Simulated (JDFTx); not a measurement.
Runs of JDFTx 1.7.0 (patched build) on BN. The structure is cubic, space group F-43m (No. 216). Conventional cell: a = 3.626 Å, b = 3.626 Å, c = 3.626 Å, α = 90.00°, β = 90.00°, γ = 90.00°. N (site symmetry -43m) is surrounded by 4 B at 1.57 Å. B (site symmetry -43m) has 4 N at 1.57 Å as nearest neighbours. The cell is a database's computed one.

```csv
task,level,potentials or basis,k mesh,cutoff (eV),density cutoff over wavefunction cutoff,max SCF steps,SCF threshold on the energy,solver of the electrons,further solve for the empty bands,mesh quality,gap on the mesh (eV),pressure (GPa)
single point,PBE,PseudoDojo-SR-PBE-0.5-standard,13 × 13 × 13,1143,4,100,1e-08 Ha,scf,yes,not flagged,4.60,-0.8
single point,PBE,PseudoDojo-SR-PBE-0.5-standard,13 × 13 × 13,1143,8,100,1e-09 Ha,scf,yes,not flagged,4.60,-0.8
single point,LDA,PseudoDojo-SR-LDA-0.4.1-standard with smoothed tails,13 × 13 × 13,1143,8,100,1e-09 Ha,scf,yes,not flagged,4.48,-13.9
single point,r2SCAN,SG15-PBE-1.2,13 × 13 × 13,1088,8,100,1e-09 Ha,scf,yes,not flagged,5.04,(a)
single point,LDA,PseudoDojo-SR-LDA-0.4.1-standard,13 × 13 × 13,1143,8,100,1e-09 Ha,scf,yes,not flagged,4.48,-13.9
```

Alike in all rows: no spin polarisation; cell as given; smearing fermi-dirac 0.05 eV.

Estimate the missing entries.

(a) -5.6.

Caveats: an odd mesh through Γ misses points on the zone boundary, where band edges often lie; the empty levels aren't tightly converged (some runs); the potentials were made for another functional, which shifts forces and pressure (some runs).

Not every run made on this cell is shown here.
